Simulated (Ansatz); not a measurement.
Runs of Ansatz 0.2.0 on AlN. The structure is cubic, space group Fm-3m (No. 225). The conventional cell has a = 4.069 Å, b = 4.069 Å, c = 4.069 Å, α = 90.00°, β = 90.00°, γ = 90.00°. Around Al (site symmetry m-3m) lie 6 N at 2.03 Å. N (site symmetry m-3m) is surrounded by 6 Al at 2.03 Å. Measurements of this composition are mostly on another form, of space group No. 186.

| share of exact exchange | gap on the mesh (eV) | pressure (GPa) |
| --- | --- | --- |
| 0.3 | 6.15 | (a) |
| 0.25 | (b) | (c) |
| 0.2 | 5.57 | -6.1 |
| 0.05 | 4.72 | -1.4 |
| 0.1 | 5.00 | -3.0 |
| 0.15 | 5.28 | -4.5 |

Alike in all rows: task single point; level HSE06 form with a typed share of exact exchange; potentials or basis Ansatz PAW; no spin polarisation; cell as given; k mesh 6 × 6 × 6; cutoff (eV) 420; smearing fermi-dirac 0.05 eV; the mesh is coarse, so values aren't converged.

Fill in the values left out.

(a) -9.2; (b) 5.86; (c) -7.6.

Caveats: all runs use coarse meshes; the PAW data sets come from PBE, with cores solved anew for the run's functional, which leaves a small shift of forces and pressure; the thresholds are loose for stress.

A k mesh can miss the band edges.
